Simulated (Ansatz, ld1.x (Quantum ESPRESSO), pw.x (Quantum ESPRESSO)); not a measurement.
From atom to crystal: TM potential for vanadium (V)

ld1.x (Quantum ESPRESSO) 7.5 input, shortened:

```
&input
   title='V', zed=23., rel=1, dft='PBE', iswitch=3,
   config='[Ar] 3d3 4s1.5 4p0.5'
 /
 &inputp
   pseudotype=2, tm=.true., lloc=0,
   nlcc=.true., rcore=1.35
 /
3
4P  2  1   0.50   0.00  2.70  2.70  0.0
3D  3  2   3.00   0.00  1.50  1.50  0.0
4S  1  0   1.50   0.00  2.20  2.20  0.0
 &test
   configts(1)='3d3 4s1.5 4p0.5'
 /
```

Atomic tests: cutoffs needed: 90 Ry and 100 Ry (the cutoffs (Ry, on a coarse ladder) from which the occupation-weighted sum of valence levels, in a spherical-Bessel basis at the reference potential, stays within 10 and 1 mRy of its value at 400 Ry); ghost test: no extra level below or beside the all-electron valence levels (p, d, s, f tested) (spherical-Bessel basis up to 400 Ry, 20 bohr box); configuration tests: 3 of 7 tests not solved or not reliable.

Crystal test: fcc V in pw.x 7.5, no spin, 15³ k-points, Fermi–Dirac smearing 0.01 Ry, cutoffs 120/480 Ry. The reference is all-electron LAPW (Ansatz 0.2.0) with the same functional, mesh and smearing; V0 and B0 come from Birch–Murnaghan fits to the pressures at five volumes. Errors are pseudo minus all-electron; Δ is the rms difference of the E(V) curves that follow from these fits, minima aligned, over ±6 % about the mean V0. Mesh and smearing are coarse, so the numbers serve the comparison and aren't converged zero-temperature values; the lattice is a test structure that the element need not adopt.

All-electron: a0 = 3.820 Å (V0 = 13.94 Å³/atom), B0 = 173.4 GPa.

Problem. How far does the potential miss the all-electron equation of state?

Solution. mean pressure error (GPa): +12.54. The pressure does not cross zero within the volumes sampled, so no fit is given. The largest radius (2.70 bohr) exceeds half the bond length (2.55 bohr), so the spheres overlap, which is one possible source of error among others. This is a poor potential for the solid. Atomic configuration tests: 3 of 7 tests not solved or not reliable.

| V (Å³/atom) | P all-electron (GPa) | P pseudo (GPa) |
| --- | --- | --- |
| 13.271 | 9.40 | 24.37 |
| 13.620 | 4.23 | 17.85 |
| 13.969 | -0.35 | 12.07 |
| 14.318 | -4.40 | 6.94 |
| 14.667 | -7.98 | 2.39 |

Problem. At the middle volume, how do free energy and pressure move when the wave cutoff is lowered (ecutrho kept at four times it)?

Solution.

| cutoff (Ry) | shift of F (meV/atom) | shift of P (GPa) |
| --- | --- | --- |
| 54 | +5203.7 | -204.34 |
| 72 | +632.3 | -45.89 |
| 96 | +10.4 | -1.74 |

The run at the middle volume (120 k-points, 9 iterations) took about 27 s on one core of a shared host (Neoverse-V1, 32 threads, 247 GiB, load 24).
